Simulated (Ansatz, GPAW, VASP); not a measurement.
**One calculation of Ag, 4 ways**

```xyz
1
Lattice="0.0000 2.0427 2.0427 2.0427 0.0000 2.0427 2.0427 2.0427 0.0000" Properties=species:S:1:pos:R:3 pbc="T T T"
Ag    0.0000    0.0000    0.0000
```

Alike in all runs: task single point; functional PBE; k mesh 11 × 11 × 11; occupations gaussian, width 0.011 eV; no spin polarisation; no spin-orbit coupling. Pressure is positive in compression and, in plane waves, holds the error of the finite cutoff, which Ansatz's Pulay term estimates and takes out.

| program and potentials | plane-wave cutoff (eV) | notes | pressure (GPa) |
| --- | --- | --- | --- |
| Ansatz, Ansatz PAW | 420 | 19 valence electrons an atom on average; Pulay term of +0.07 GPa included | 4.27 |
| Ansatz, all-electron LAPW, scalar-relativistic | - | - | 4.25 |
| GPAW, GPAW PAW data sets (gpaw-data 1.2.1) | 600 | 17 valence electrons an atom on average | 4.20 |
| VASP, PBE PAW files Ag, 520 eV | 520 | 11 valence electrons an atom on average | 4.10 |

The pressure spans 4.10 (VASP, PBE PAW files Ag, 520 eV) to 4.27 GPa (Ansatz, Ansatz PAW), with all-electron results at 4.25.

Differences between rows come from potentials, basis sets and numerical settings, since the functional is the same but for its coding. Runs on potential files found faulty are left out.

All four runs put fcc silver under clear compression at this volume, so the PBE crystal would expand if released. The cell is close to the experimental one, and the positive pressure therefore reflects the known tendency of PBE to overestimate the lattice constant of the heavier late transition metals. With the 4d shell full, its bonding and antibonding states are both occupied and add little net cohesion. The bond rests largely on the 5s electron and its hybridisation with p and d states, against the repulsion of the filled shells, and the gradient correction of PBE tips this balance towards longer bonds.

The all-electron value of 4.25 GPa shows that the compression is not an artefact of the potentials. The pressure falls from 4.27 to 4.10 GPa as the valence count drops from 19 to 11, which may partly reflect the frozen 4s and 4p semicore shells. A single volume gives neither the equilibrium lattice constant nor the bulk modulus.
